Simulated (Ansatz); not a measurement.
InP: band structure with PBEsol

**The experiment to reproduce.**

From a printed reference work, data compilation, for a bulk crystal of InP at 1.6 K: band gap 1.4236 eV (direct).

Crystal: InP.

```
In P
1.0
     0.00000    2.93050    2.93050
     2.93050    0.00000    2.93050
     2.93050    2.93050    0.00000
In P
1 1
Direct
  0.00000 0.00000 0.00000
  0.75000 0.75000 0.75000
```

```
Program             : Ansatz 0.2.0
Task                : band structure
Functional          : PBEsol
Potentials or basis : all-electron PAW datasets made for the crystal
Cutoff              : 240 eV (chosen from the basis error)
k mesh              : 8 × 8 × 8
Occupations         : fermi-dirac, width 0.05 eV
Spin                : no spin polarisation
```

The pressure is 0.6 GPa and the band gap on the k mesh is 0.61 eV, direct. The band gap along the path is 0.61 eV, direct.

Levels at the corners of the path, in eV from the valence-band top:
```
point  band 6  band 7  band 8  band 9  band 10  band 11  band 12  band 13
    Γ  -11.55    0.00    0.00    0.00     0.61     4.01     4.01     4.01
    X   -9.13   -5.81   -2.35   -2.35     1.63     2.17     9.09     9.52
    W   -9.05   -5.66   -3.00   -2.96     4.19     4.34     5.47     6.07
    K   -9.14   -5.67   -3.36   -1.96     2.25     4.32     7.42     7.44
    Γ  -11.55    0.00    0.00    0.00     0.61     4.01     4.01     4.01
    L   -9.80   -5.80   -0.98   -0.98     1.40     4.73     4.73     6.95
    U   -9.14   -5.67   -3.36   -1.96     2.25     4.32     7.42     7.44
    W   -9.05   -5.66   -3.00   -2.96     4.19     4.34     5.47     6.07
```

Wall time 20 s on 1 thread of Arm Neoverse V1, on a shared host, peak memory 0.52 GiB.

A measured gap of InP is 1.4236 eV (direct; 1.6 K; a printed reference work, data compilation); the calculated 0.61 eV misses it by -0.81 eV. Spin-orbit coupling on In is left out. The value is that of PBEsol, without temperature or zero-point motion. Semilocal functionals fall short of measured gaps as a rule.

Caveat: spin-orbit coupling is left out, which moves the levels of the heavy elements.
